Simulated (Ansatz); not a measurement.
Write a Python script for the Python package of Ansatz (0.2.0) that makes a phonon calculation by linear response of GaN, space group Fm-3m. Use: LDA, PAW, cutoff 470 eV, 8×8×8 k-points, fixed occupations.

```
Ga N
1.0
     0.00000    2.13524    2.13524
     2.13524    0.00000    2.13524
     2.13524    2.13524    0.00000
Ga N
1 1
Direct
  0.00000 0.00000 0.00000
  0.50000 0.50000 0.50000
```

`dfpt.py`:
```python
'''DFPT phonons of GaN.'''

from pathlib import Path
import warnings

import ansatz as az
from ase import Atoms
import numpy as np


def main() -> None:
    warnings.simplefilter('ignore', az.DeckWarning)

    atoms = Atoms(
        ['Ga', 'N'],
        scaled_positions=[
            [0.0, 0.0, 0.0],
            [0.5, 0.5, 0.5],
        ],
        cell=[
            [0.0, 2.135235, 2.135235],
            [2.135235, 0.0, 2.135235],
            [2.135235, 2.135235, 0.0],
        ],
        pbc=True,
    )
    system = az.Crystal.from_ase(atoms)

    setup = (
        system.calculation()
        .functional('LDA')
        .basis(470)
        .occupations('Fixed')  # no smearing
        .kpoints(8, 8, 8)  # sampling of the Brillouin zone
        .phonons('dfpt', dielectric=True, lo_to_directions=[(1, 0, 0)])
    )
    result = setup.run(threads=1, runs_dir='runs')
    ph = result.phonons

    print('Gamma modes (1/cm):', ' '.join(f'{w:.1f}' for w in ph.gamma_omega_inv_cm))
    print('in meV:', ' '.join(f'{w * 0.1239842:.2f}' for w in ph.gamma_omega_inv_cm))
    field = result.phonons_dielectric
    print('eps_inf diagonal:', np.round(np.diag(field.eps_inf), 3))
    for site, z in zip(result.lattice.sites, field.zstar_e):
        print(f'Born charge {site.symbol:2s}', np.round(np.diag(z), 3) + 0.0)
    rows = (Path(result.output_folder) / 'results' / 'optical_modes.tsv').read_text().splitlines()
    for line in rows:
        if not line.startswith('#'):
            print('  '.join(f'{float(v):.3f}' for v in line.split()[:8]))


if __name__ == '__main__':
    main()
```

```console
$ python dfpt.py
RunWarning: field response: ε∞ stands inside a basis, on 8×8×8 points; the force constants stand on the 8×8×8 k-mesh, whose period is 11.36 times the interband length at k = (0.0000, -0.5000, -0.5000), direct gap 3.162 eV, under 14: take them and everything [...]
Gamma modes (1/cm): 0.0 0.0 0.0 152.9 152.9 152.9
in meV: 0.00 0.00 0.00 18.96 18.96 18.96
eps_inf diagonal: [8.728 8.728 8.728]
Born charge Ga [3.652 3.652 3.652]
Born charge N  [-3.652 -3.652 -3.652]
0.000  0.000  0.000  152.938  3.000  79.153  1.144  -0.000
-0.577  0.577  0.577  152.938  2.000  52.769  0.762  0.381
-0.577  0.577  0.577  595.432  1.000  26.384  0.381  -0.381
```
(Warnings from the package without file and line, shortened.)

Notes:
- The cell isn't relaxed first, so the values belong to this volume.
- This is a high-temperature or high-pressure form, not the ambient phase.
- The mesh doesn't settle the field response to the digits printed.
- This cell is a computed structure, which may not be the phase found in nature.
- The structure is taken as given; imaginary modes can come from an unrelaxed or unstable start.
- The script silences the warnings on its input, which a real study should read.
- Run time: 22 s on 1 thread of Intel(R) Xeon(R) Processor @ 2.30GHz, on a shared host, peak memory 0.59 GiB.
